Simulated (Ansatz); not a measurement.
# BiTe: an elastic run with k mesh 16×16×16

Level of theory: DFT PBE, scalar-relativistic, plane waves, PAW in Ansatz 0.2.0.

Launched with:
```bash
ansatz run input.yaml --threads 1 --pin off --max-ram 3072MiB --backend cpu --events-out ev --progress --plain --runs-dir out
```

Input (bare energies are in eV):
```yaml
crystal:
  lattice:
    - [0.0, 3.2548796324, 3.2548796324]
    - [3.2548796324, 0.0, 3.2548796324]
    - [3.2548796324, 3.2548796324, 0.0]
  atoms:
    - { symbol: Bi, position: [0.0, 0.0, 0.0] }
    - { symbol: Te, position: [0.5, 0.5, 0.5] }
basis:
  ecutwfc: 420
kpoints:
  mp_grid: { grid: [16, 16, 16] }
hamiltonian:
  xc: pbe
scf:
  occupations: { method: fermi_dirac, width: 0.15 }
output:
  forces: true
  stress: true
  eigenvalues: true
elastic:
  mode: relaxed_ion
  stencil: two_point
```

From the output:
```
--- Elastic constants: 2 strain directions × 2 members + reference (group order 48) ---
  dense FFT box of the reference and of every strained cell: 32×32×32
  strains applied: 11, 23; error gains: componentwise 1.00 (the most a stress slope's error grows in a printed constant), spectral 1.73 (1 for all six strains in a standard setting)
  C = ∂σ_k/∂η_j (tension-positive GPa; Voigt order 11 22 33 23 13 12):
        99.333     19.701     19.701      0.000      0.000     -0.000
        19.701     99.333     19.701     -0.000      0.000     -0.000
        19.701     19.701     99.333     -0.000     -0.000      0.000
         0.000     -0.000     -0.000     -0.217      0.000      0.000
        -0.000      0.000     -0.000     -0.000     -0.217     -0.000
         0.000     -0.000      0.000      0.000      0.000     -0.217
  reference stress σ⁰ (GPa):     -0.005     -0.005     -0.005     -0.000     -0.000     -0.000
  C* (energy form; C + prestress term) asymmetry max|C*_kj − C*_jk| = 1.066e-14 GPa — a small one proves nothing (zero by symmetry where the batch's group is 432, −43m or m−3m); a large one is finite-difference/SCF noise where every solve ...
  moduli (Voigt/Reuss/Hill, GPa): K = 46.24/46.24/46.24   G = 15.80/-0.36/7.72   E = 21.93   ν = 0.421
  mechanically stable: NO (min eigenvalue of sym C = -0.22 GPa)
  strain η (Voigt 11):  stress-route row diagonal C_11 = 99.33 GPa, energy-path curvature d²(F+E_count+ΔE)/dδ²/Ω₀ = 99.32 GPa
         δ    σ_11 (GPa) F (eV) n_scf n_hpsi n_pw
    -2.000e-3      -0.2062      -19376.7051554       8  159844   1367   relax 0 steps, max|allowed force component| 1.68e-30 eV/Å
     2.000e-3       0.1912      -19376.7051662       5  152769   1371   relax 0 steps, max|allowed force component| 2.37e-30 eV/Å
  strain η (Voigt 23):  stress-route row diagonal C_44 = -0.22 GPa, energy-path curvature d²(F+E_count+ΔE)/dδ²/Ω₀ = -0.21 GPa
         δ    σ_23 (GPa) F (eV) n_scf n_hpsi n_pw
    -2.000e-3       0.0004      -19376.7052456       6  216967   1369   relax 0 steps, max|allowed force component| 3.00e-29 eV/Å
     2.000e-3      -0.0004      -19376.7052456       5  198519   1369   relax 0 steps, max|allowed force component| 6.63e-29 eV/Å
```

The run took 2.7 min on 1 thread of Intel(R) Xeon(R) Platinum 8259CL CPU @ 2.50GHz (Skylake/Cascade Lake) (shared host), peak memory 1 GiB.

Beside the reference run (Settings: 420 eV plane-wave cutoff, Γ-centred 12×12×12 mesh, Fermi-Dirac smearing of 0.15 eV. No spin polarisation.), the elastic coefficients (GPa; two-point stencil, strain 0.002 and ions relaxed unless stated):
```csv
setting,C11,C12,C44
reference run,100.1,19.3,0.1
k mesh 16×16×16,99.3,19.7,-0.2
```

In a metal, frequencies and elastic constants depend on the k mesh and the smearing, soft modes and shear constants most. Spin–orbit coupling is left out, which can shift energies with elements as heavy as these.